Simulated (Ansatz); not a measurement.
Cr in several cubic structure types, each at its own equilibrium volume.

Computed with Ansatz 0.2.0 development build, PBE, plane waves, PAW datasets (generated soft set 1).

Settings: cutoff 420 eV; no spin polarisation; Fermi–Dirac smearing of 0.0612 eV; k-meshes 37³ (diamond), 52³ (fcc), 46³ (simple cubic).

Question: Rank the structures by energy per atom, lowest first.
A. diamond
B. fcc
C. simple cubic

Answer: B (0.0 meV/atom), C (637 meV/atom), A (1771 meV/atom).

Question: Give the equilibrium volume and bulk modulus of each.

Answer: 
```tsv
structure	V₀ (Å³/atom)	B₀ (GPa)
diamond	16.54	102
fcc	11.89	238
simple cubic	12.81	189
```

Only these cubic types are compared here; the real ground state can be another structure or magnetic.

Model structures, not the usual forms at ambient conditions (metastable or hypothetical): Cr (diamond type), Cr (fcc type), Cr (simple cubic type). Spin polarisation is left out, and a magnetic state may lie lower.
